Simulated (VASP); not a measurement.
Set up this calculation in VASP 6.6.1, as the native input.

```yaml
Task: optical spectrum
Functional: PBE
Dispersion: TS-HI
Potentials_or_basis: VASP PAW PBE potentials, release 64 (Na_pv)
Cutoff: 520 eV
k_mesh: 9 × 9 × 9
Occupations: tetrahedron, uncorrected, width 0.2 eV
Spin: no spin polarisation
Further_INCAR_settings: ALGO = Fast; EDIFF = 1e-06; NBANDS = 52
```

The structure of Na lies in POSCAR:

```
Na
1.0
   -2.1410000000      2.1410000000      2.1410000000
    2.1410000000     -2.1410000000      2.1410000000
    2.1410000000      2.1410000000     -2.1410000000
Na
1
Cartesian
    0.0000000000      0.0000000000      0.0000000000
```

One way to write it, as run:

INCAR

```
PREC = Accurate
ENCUT = 520
EDIFF = 1E-6
ISMEAR = -4
SIGMA = 0.2
LREAL = False
LASPH = True
NELM = 80
ALGO = Fast
ISIF = 2
LWAVE = False
LCHARG = False
GGA = PE
IVDW = 21
LOPTICS = True
NBANDS = 52
NEDOS = 2000
CSHIFT = 0.1
```

KPOINTS

```
regular mesh
0
Gamma
  9 9 9
```

Potentials or basis: VASP PAW PBE potentials, release 64 (Na_pv).

Launch:

```console
$ cat potpaw_PBE.64/Na_pv/POTCAR > POTCAR
$ mpirun -np 1 vasp_std > vasp.out
```

It gave:

```
Pressure                   : -1.0 GPa
Band gap on the k mesh     : none (metal or under the smearing width)
Dispersion energy per atom : -1.391 eV
```

Caveat: pairwise dispersion overbinds metals, which lowers pressure and volume.

Run time: 96 s on 1 thread of AMD EPYC 7R43 64-Core Processor (Zen 3) (shared host), peak memory 0.14 GiB.
